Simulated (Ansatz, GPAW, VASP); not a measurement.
## Al: 3 runs at one level of theory

```xyz
1
Lattice="0.0000 2.0248 2.0248 2.0248 0.0000 2.0248 2.0248 2.0248 0.0000" Properties=species:S:1:pos:R:3 pbc="T T T"
Al    0.0000    0.0000    0.0000
```

Alike in all runs: task single point; functional PBE; k mesh 11 × 11 × 11; occupations gaussian, width 0.011 eV; no spin polarisation; no spin-orbit coupling. Pressure is positive in compression and, in plane waves, holds the error of the finite cutoff.

```json
{"program and potentials": "GPAW, GPAW PAW data sets (gpaw-data 1.2.1)", "plane-wave cutoff (eV)": "600", "notes": "-", "pressure (GPa)": "-0.40"}
{"program and potentials": "VASP, PBE PAW files Al, 520 eV", "plane-wave cutoff (eV)": "520", "notes": "-", "pressure (GPa)": "-0.56"}
{"program and potentials": "Ansatz, all-electron LAPW, scalar-relativistic", "plane-wave cutoff (eV)": "-", "notes": "-", "pressure (GPa)": "-0.52"}
```

The pressure spans -0.56 (VASP, PBE PAW files Al, 520 eV) to -0.40 GPa (GPAW, GPAW PAW data sets (gpaw-data 1.2.1)), with all-electron results at -0.52.

Differences between rows come from potentials, basis sets and numerical settings, since the functional is the same but for its coding. Runs on potential files found faulty are left out.

All three runs put fcc aluminium under slight tension, from -0.40 to -0.56 GPa, so at this sampling the PBE crystal would lower its energy by contracting. In a nearly free-electron metal, the outward kinetic pressure of the electron gas competes with the inward pull of electrostatic attraction and exchange-correlation. The kinetic term falls off faster as the density drops, so a cell stretched beyond equilibrium pulls inward. The residual stress is small compared with the bulk modulus of aluminium, and the implied contraction is correspondingly slight. The cell lies close to the measured room-temperature one, which contains thermal and zero-point expansion that a static calculation leaves out; this probably accounts for part of the tension. The VASP value lies nearer the all-electron result than the GPAW value does, but a single volume cannot show whether the potentials differ in equilibrium volume or in compressibility. Because all runs share the same k mesh and narrow smearing, their agreement does not test how well the Fermi surface is sampled, an error that could shift all three pressures together.
